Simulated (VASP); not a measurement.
Runs of VASP 6.6.1 on Os. It takes space group Fm-3m (No. 225, cubic). The conventional cell has a = 3.822 Å, b = 3.822 Å, c = 3.822 Å, α = 90.00°, β = 90.00°, γ = 90.00°. Around Os (site symmetry m-3m) lie 12 Os at 2.70 Å. This isn't the form of Os at room conditions, which is hcp.

| task | level | potentials or basis | cell | cutoff (eV) | gap on the mesh (eV) | pressure (GPa) | relaxed volume (Å³/atom) |
| --- | --- | --- | --- | --- | --- | --- | --- |
| single point | PBEsol | VASP PAW PBE potentials, release 64 (Os) | Fm-3m, 13.96 Å³/atom | 520 | none | 0.6 | - |
| relaxation of cell and atoms | LDA | VASP PAW LDA potentials, release 64 (Os) | relaxed | 600 | none | 0.0 | (a) |
| single point | LDA | VASP PAW LDA potentials, release 64 (Os) | Fm-3m, 13.76 Å³/atom | 520 | none | 1.1 | - |
| relaxation of cell and atoms | PBEsol | VASP PAW PBE potentials, release 64 (Os) | relaxed | 600 | none | 0.0 | 13.98 |

Alike in all rows: no spin polarisation; k mesh 10 × 10 × 10; smearing methfessel-paxton 0.15 eV.

**Question.** Fill in the values left out.

**Answer.** (a) 13.80.

Caveats: the PAW data sets were made with another functional, which shifts forces and pressure a little (some runs).

A k mesh can miss the band edges, and the runs leave out spin-orbit coupling on Os.

A gap of «none» marks a metal or a gap under the smearing width.
